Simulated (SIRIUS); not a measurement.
Runs of SIRIUS 7.12.0 on WC (Qusongite). It takes space group P-6m2 (No. 187, hexagonal). The conventional cell has a = 2.907 Å, b = 2.907 Å, c = 2.837 Å, α = 90.00°, β = 90.00°, γ = 120.00°. W (site symmetry -6m2) is surrounded by 6 C at 2.20 Å. C (site symmetry -6m2) has 6 W at 2.20 Å as nearest neighbours. 

```tsv
task	level	cutoff (eV)	smearing	muffin tin radii	basis cutoff (gk_cutoff)	cutoff of density and potential (pw_cutoff)	reference energy of the basis	start of the SCF	gap on the mesh (eV)	V0 of scaled cells (Å³/atom)	B0 (GPa)
single point	PBE	268	fermi-dirac 0.3 eV	C 1.53, W 2.55 bohr	4.44 1/bohr	23 1/bohr	0.52 Ha	LDA density	none	-	-
equation of state	PBEsol	279	fermi-dirac 0.05 eV	C 1.5, W 2.49 bohr	4.53 1/bohr	24 1/bohr	-	-	-	(a)	409
single point	PBE	268	fermi-dirac 0.03 eV	C 1.53, W 2.55 bohr	4.44 1/bohr	23 1/bohr	0.52 Ha	LDA density	none	-	-
equation of state	LDA	279	fermi-dirac 0.05 eV	C 1.5, W 2.49 bohr	4.53 1/bohr	24 1/bohr	-	-	-	10.13	425
single point	PBE	268	fermi-dirac 0.01 eV	C 1.53, W 2.55 bohr	4.44 1/bohr	23 1/bohr	0.52 Ha	LDA density	none	-	-
single point	PBE	268	fermi-dirac 0.2 eV	C 1.53, W 2.55 bohr	4.44 1/bohr	23 1/bohr	0.52 Ha	LDA density	none	-	-
single point	PBE	268	fermi-dirac 0.1 eV	C 1.53, W 2.55 bohr	4.44 1/bohr	23 1/bohr	0.52 Ha	LDA density	none	-	-
```

Alike in all rows: potentials or basis all-electron FP-LAPW, apw+lo standard; no spin polarisation; cell as given; k mesh 10 × 10 × 9.

Estimate the missing entries.

(a) 10.29.

Caveats: the cell was scaled at fixed shape and fractional positions, which overstates the stiffness of a crystal with free parameters, most of all of layers and chains (some runs).

A k mesh can miss the band edges, and the runs leave out spin-orbit coupling on W.

A gap of «none» marks a metal or a gap under the smearing width.
